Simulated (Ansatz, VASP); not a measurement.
**One calculation of C, two programs**

```xyz
2
Lattice="0.0000 1.7834 1.7834 1.7834 0.0000 1.7834 1.7834 1.7834 0.0000" Properties=species:S:1:pos:R:3 pbc="T T T"
C     2.6751    2.6751    2.6751
C     1.7834    1.7834    1.7834
```

This isn't the form of C at room conditions, which is graphite.

Alike in both runs: task Born charges and dielectric tensor; functional PBE; k mesh 13 × 13 × 13; no spin polarisation.

```csv
,VASP,Ansatz
version,VASP 6.6.1,Ansatz 0.2.0
potentials or method,"VASP PAW PBE potentials, release 64 (C)",Ansatz PAW
plane-wave cutoff (eV),520,420
occupations,"fermi-dirac, width 0.05 eV",fixed
valence electrons in the cell,8,8
```

Ansatz gave:

| Quantity | Value |
| --- | --- |
| gap on the k mesh at the Fermi level (eV) | 4.15 |
| least direct gap on the mesh (eV) | 5.59 |
| mean electronic dielectric constant | 5.84 |
| mean Born charge of the atom that differs most (e) | 0.00 |

Task: Estimate VASP's values.

Result: gap on the k mesh at the Fermi level (eV): 4.14; least direct gap on the mesh (eV): 5.59; mean electronic dielectric constant: 5.85; mean Born charge of the atom that differs most (e): 0.00.

Caveats: an odd mesh through Γ misses points on the zone boundary, where band edges often lie (VASP); odd divisions of the mesh miss points on the zone boundary, where band edges often lie, so the gap on the mesh can be too wide (Ansatz). PBE gaps usually lie below the measured ones, often by a third to a half.
